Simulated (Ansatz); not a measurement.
Crystal: SnSe.

```
Sn Se
1.0
     0.00000    3.01000    3.01000
     3.01000    0.00000    3.01000
     3.01000    3.01000    0.00000
Sn Se
1 1
Direct
  0.00000 0.00000 0.00000
  0.50000 0.50000 0.50000
```

Measurements of this composition are mostly on another form, of space group No. 62.

Base run:

```yaml
Program: Ansatz 0.2.0
Functional: RPBE
Potentials_or_basis: all-electron LAPW, scalar-relativistic
Cutoff: 190 eV (chosen from the basis error)
Basis_error_allowed: 0.001 eV/atom
k_mesh: 8 × 8 × 8
Occupations: gaussian, width 0.05 eV
Spin: no spin polarisation
```

Its results: pressure 2.6 GPa.

After a change of settings the same cell gave: pressure -3.4 GPa. Which change was it?
A. functional from RPBE to PBEsol; occupations from gaussian, width 0.05 eV to gaussian, width 0.1 eV
B. functional from RPBE to PBE; occupations from gaussian, width 0.05 eV to gaussian, width 0.016 eV
C. functional from RPBE to LDA; occupations from gaussian, width 0.05 eV to fermi-dirac, width 0.05 eV

C.
